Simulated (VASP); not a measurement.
# Lu (P6_3/mmc) in VASP: notebook

Aim: see how the results for Lu move with the level of theory and the settings. Levels: PBEsol, r2SCAN. Tasks: single point.

Everything below comes from runs of VASP 6.6.1. Logs are shortened: lines on timing, memory, paths and dates and some standing lists are left out, and cuts for length are marked.

### Step 1. The crystal as given

It takes space group P6_3/mmc (No. 194, hexagonal). The conventional cell has a = 3.450 Å, b = 3.450 Å, c = 5.356 Å, α = 90.00°, β = 90.00°, γ = 120.00°. Lu (site symmetry -6m2) has 12 Lu at 3.34 to 3.45 Å as nearest neighbours.

### Step 2. Single point, PBEsol

Input file INCAR:

```
SYSTEM = Lu
PREC = Accurate
ENCUT = 900
EDIFF = 1E-6
ISMEAR = 0
SIGMA = 0.1
LREAL = .False.
LASPH = .True.
NELM = 60
ALGO = Normal
ISIF = 2
LWAVE = .False.
LCHARG = .False.
GGA = PS
```

Input file KPOINTS:

```
regular mesh
0
Gamma
  15 15 8
  0 0 0
```

Input file POSCAR:

```
Lu
1.0
    3.4495800000      0.0000000000      0.0000000000
   -1.7247900000      2.9874300000      0.0000000000
    0.0000000000      0.0000000000      5.3562400000
Lu
2
Direct
    0.3333300000      0.6666700000      0.2500000000
    0.6666700000      0.3333300000      0.7500000000
```

Potentials or basis: VASP PAW PBE potentials, release 64 (Lu).

Started as:

```sh
$ cat potpaw_PBE.64/Lu/POTCAR > POTCAR
$ mpirun -np 1 vasp_std > vasp.out
```

OUTCAR:

```text
SYSTEM = Lu
   PREC = Accurate
   ENCUT = 900
   EDIFF = 1E-6
   ISMEAR = 0
   LREAL = .False.
   LASPH = .True.
   NELM = 60
   ISIF = 2
   GGA = PS

 ion  position               nearest neighbor table
   1  0.333  0.667  0.250-   2 3.34   2 3.34   2 3.34   2 3.34   2 3.34   2 3.34
   2  0.667  0.333  0.750-   1 3.34   1 3.34   1 3.34   1 3.34   1 3.34   1 3.34

  LATTYP: Found a hexagonal cell.
 ALAT       =     3.4495800000
 C/A-ratio  =     1.5527223604

  Lattice vectors:

 A1 = (   3.4495800000,   0.0000000000,   0.0000000000)
 A2 = (  -1.7247900000,   2.9874300000,   0.0000000000)
 A3 = (   0.0000000000,   0.0000000000,   5.3562400000)

Analysis of symmetry for initial positions (statically):
=====================================================================
 Subroutine PRICEL returns:
 Original cell was already a primitive cell.

 Routine SETGRP: Setting up the symmetry group for a
 hexagonal supercell.

 Subroutine GETGRP returns: Found  8 space group operations
 (whereof  4 operations were pure point group operations)
 out of a pool of 24 trial point group operations.

The static configuration has the point symmetry C_2h.
 The point group associated with its full space group is D_2h.

Analysis of symmetry for dynamics (positions and initial velocities):
=====================================================================
 Subroutine PRICEL returns:
 Original cell was already a primitive cell.

 Routine SETGRP: Setting up the symmetry group for a
 hexagonal supercell.

 Subroutine GETGRP returns: Found  8 space group operations
 (whereof  4 operations were pure point group operations)
 out of a pool of 24 trial point group operations.

The dynamic configuration has the point symmetry C_2h.
 The point group associated with its full space group is D_2h.

 Subroutine INISYM returns: Found  8 space group operations
 (whereof  4 operations are pure point group operations),
 and found     1 'primitive' translations

----------------------------------------------------------------------------------------

                                     Primitive cell

  volume of cell :      55.1981

  direct lattice vectors                    reciprocal lattice vectors
     3.449580000  0.000000000  0.000000000     0.289890363  0.167367938  0.000000000
    -1.724790000  2.987430000  0.000000000     0.000000000  0.334735877  0.000000000
     0.000000000  0.000000000  5.356240000     0.000000000  0.000000000  0.186698132

  length of vectors
[... 82 lines left out ...]
   EDIFF  = 0.1E-05   stopping-criterion for ELM
   LREAL  =      F    real-space projection
   EDIFFG = 0.1E-04   stopping-criterion for IOM
   NSW    =      0    number of steps for IOM
   IBRION =     -1    ionic relax: 0-MD 1-quasi-New 2-CG
   NFREE  =      0    steps in history (QN), initial steepest desc. (CG)
   ISIF   =      2    stress and relaxation
   ISYM   =      2    0-nonsym 1-usesym 2-fastsym
   POTIM  = 0.5000    time-step for ionic-motion
   TEBEG  =    0.0;   TEEND  =   0.0 temperature during run
   PSTRESS=    0.0 pullay stress
   NELECT =      50.0000    total number of electrons
   NUPDOWN=      -1.0000    fix difference up-down
   EMIN   =  10.00;   EMAX   =-10.00  energy-range for DOS
   EFERMI =   0.00;   METHOD = LEGACY
   ISMEAR =     0;   SIGMA  =   0.10  broadening in eV -4-tet -1-fermi 0-gaus
   EFERMI_NEDOS =   21; number of points for ismear=-14 and -15
   IALGO  =     38    algorithm
   IMIX   =      4    mixing-type and parameters
     AMIX     =   0.40;   BMIX     =  1.00
     AMIX_MAG =   1.60;   BMIX_MAG =  1.00
  volume/ion in A,a.u.               =      27.60       186.25
  Fermi-wavevector in a.u.,A,eV,Ry     =   1.584006  2.993337 34.138040  2.509075
  Thomas-Fermi vector in A             =   2.683690
   LORBIT       =      0    0 simple, 1 ext, 2 COOP (PROOUT), +10 PAW based schemes
   GGA     = PS    functional components
   LHFCALC =     F    Hartree Fock is set to
   AEXX    =    0.0000 exact exchange contribution
   IVDW    =     0    specifies the selected vdW correction
   LEPSILON=     F    determine dielectric tensor
   LRPA    =     F    only Hartree local field effects (RPA)
 non-spin polarized calculation
 Gauss-broadening in eV      SIGMA  =   0.10
  energy-cutoff  :      900.00
  volume of cell :       55.20
 maximum number of plane-waves:      3420
 NGX is ok and might be reduce to    36
   NGX = 17   NGY = 17   NGZ = 27

 number of electron      50.0000002 magnetization

 Free energy of the ion-electron system (eV)
  ---------------------------------------------------
  ext. energy  EPLUGINS =         0.00000000
  ---------------------------------------------------
  free energy    TOTEN  =        -9.91000881 eV

  energy without entropy =       -9.89425220  energy(sigma->0) =       -9.90213051

 E-fermi :   2.2747     XC(G=0): -11.0375

 val. band max:        2.2655400020   @ k =  -0.2000   0.4000   0.2500
 cond. band min:       2.2839258044   @ k =  -0.4000   0.3333   0.1250
 fundamental gap:      0.0183858024
 Fermi energy:         2.2747192767

 k-point     1 :       0.0000    0.0000    0.0000
  band No.  band energies     occupation
      1     -53.7750      2.00000
      2     -53.7278      2.00000
      3     -24.7892      2.00000
      4     -24.2722      2.00000
      5     -24.2722      2.00000
      6     -24.1681      2.00000
[... 781 lines left out ...]
     29       4.6254      0.00000
     30       6.5926      0.00000

 [... further k-points ...]

------------------------ aborting loop because EDIFF is reached ----------------------------------------

  FORCE on cell =-STRESS in cart. coord.  units (eV):
  Direction    XX          YY          ZZ          XY          YZ          ZX
  --------------------------------------------------------------------------------------
  -------------------------------------------------------------------------------------
  Total       -0.0389930     -0.0399219     -0.0396664     -0.0008043      0.0000000      0.0000000
  in kB       -1.1318093     -1.1587720     -1.1513558     -0.0233463      0.0000000      0.0000000
  external PRESSURE =      -1.1473123 kB  Pullay stress =       0.0000000 kB

 VOLUME and BASIS-vectors are now :
 -----------------------------------------------------------------------------
  energy-cutoff  :      900.00
  volume of cell :       55.20
      direct lattice vectors                 reciprocal lattice vectors
     3.449580000  0.000000000  0.000000000     0.289890363  0.167367938  0.000000000
    -1.724790000  2.987430000  0.000000000     0.000000000  0.334735877  0.000000000
     0.000000000  0.000000000  5.356240000     0.000000000  0.000000000  0.186698132

 POSITION                                       TOTAL-FORCE (eV/Angst)
 -----------------------------------------------------------------------------------
     -0.00002      1.99163      1.33906         0.000055     -0.000032      0.000000
      1.72481      0.99580      4.01718        -0.000055      0.000032      0.000000
 -----------------------------------------------------------------------------------
    total drift:                                0.000000      0.000000      0.000000

  FREE ENERGIE OF THE ION-ELECTRON SYSTEM (eV)
  ---------------------------------------------------
  free  energy   TOTEN  =        -9.9100088118 eV

  energy  without entropy=       -9.8942521998  energy(sigma->0) =       -9.90213051
```

Run time: 9.8 min. Hardware: 1 thread of Intel Xeon 6975P-C (Granite Rapids), shared host; peak memory 1 GiB.

What came out:

```yaml
Free_energy: -9.9100 eV
Pressure: -0.1 GPa
Band_gap_on_the_k_mesh: none (metal or under the smearing width)
```

Levels at points of the mesh, in eV from the Fermi level:
| k point | band 23 | band 24 | band 25 | band 26 | band 27 | band 28 |
| --- | --- | --- | --- | --- | --- | --- |
| (0.00, 0.00, 0.00) | -4.72 | -2.47 | 0.92 | 2.21 | 2.21 | 2.73 |
| (0.00, 0.00, 0.50) | -4.38 | -4.38 | 1.27 | 1.27 | 2.10 | 2.10 |

Caveat: the PAW data sets were made with another functional, which shifts forces and pressure a little.

### Step 3. Single point, r2SCAN

INCAR, as its differences from that of step 2:

```diff
@@ -2,3 +2,3 @@
 PREC = Accurate
-ENCUT = 900
+ENCUT = 520
 EDIFF = 1E-6
@@ -13,2 +13,3 @@
 LCHARG = .False.
-GGA = PS
+METAGGA = R2SCAN
+LMIXTAU = .True.
```

KPOINTS is that of step 2.

POSCAR is that of step 2.

Potentials or basis: VASP PAW PBE potentials, release 64 (Lu).

Started as:

```sh
$ cat potpaw_PBE.64/Lu/POTCAR > POTCAR
$ mpirun -np 1 vasp_std > vasp.out
```

Run time: 22 min. Hardware: 1 thread of Intel Xeon 6975P-C (Granite Rapids), shared host; peak memory 0.53 GiB.

It converged, with:

- Free energy: -76.0902 eV
- Pressure: 2.9 GPa
- Band gap on the k mesh: none (metal or under the smearing width)

Stress tensor (GPa, compression positive):
```
2.92 0.00 0.00
0.00 2.93 0.00
0.00 0.00 2.76
```

Levels at points of the mesh, in eV from the Fermi level:
```
           k point  band 23  band 24  band 25  band 26  band 27  band 28
(0.00, 0.00, 0.00)    -4.92    -2.48     0.78     2.48     2.48     3.05
(0.00, 0.00, 0.50)    -4.57    -4.57     1.41     1.41     2.38     2.38
```

Caveat: the PAW data sets were made with another functional, which shifts forces and pressure a little.
